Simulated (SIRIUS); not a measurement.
ZrS2: single point with PBEsol

The system is ZrS2.

```xyz
3
Lattice="3.6914 0.0000 0.0000 -1.8457 3.1968 0.0000 0.0000 0.0000 6.0411" Properties=species:S:1:pos:R:3 pbc="T T T"
Zr    0.0000    0.0000    0.0000
S     0.0000    2.1312    1.4372
S     1.8457    1.0656    4.6038
```

The cell is a database's computed one.

```yaml
Program: SIRIUS 7.12.0
Task: single point
Functional: PBEsol
Potentials_or_basis: PseudoDojo 0.4.1 PBE standard (scalar relativistic)
Cutoff: 915 eV
Density_cutoff: 3659 eV
k_mesh: 7 × 7 × 4
Occupations: fermi-dirac, width 0.05 eV
Spin: no spin polarisation
Libxc_names: "[\"XC_GGA_X_PBE_SOL\", \"XC_GGA_C_PBE_SOL\"]"
Energy_tol: 1e-08 Ha
Density_tol: 1e-06
Mixer: anderson
Mixing_beta: 0.7
Max_scf: 100
Radial_cutoff_for_the_potentials'_integrals: 6.5 bohr
```

The pressure is -2.3 GPa and the largest force is 0.121 eV/Å. The band gap on the k mesh is 1.01 eV.

Forces on the atoms (eV/Å):
```
Zr   0.000  0.000  0.000
S    0.000  0.000 -0.121
S    0.000  0.000  0.121
```

Stress tensor (GPa, compression positive):
```
-2.88  0.00  0.00
 0.00 -2.88  0.00
 0.00  0.00 -1.15
```

Wall time 25 s on 1 thread of AMD EPYC 9R45 96-Core Processor (Zen 5), on a shared host, peak memory 0.4 GiB.

The gap isn't set beside the measured one, since this odd mesh misses points on the zone boundary.

Caveat: the potentials were made for another functional, which shifts forces and pressure; an odd mesh through Γ misses points on the zone boundary, where band edges often lie; this functional lacks dispersion, which binds the layers, so the pressure and a relaxed spacing across them are unreliable.
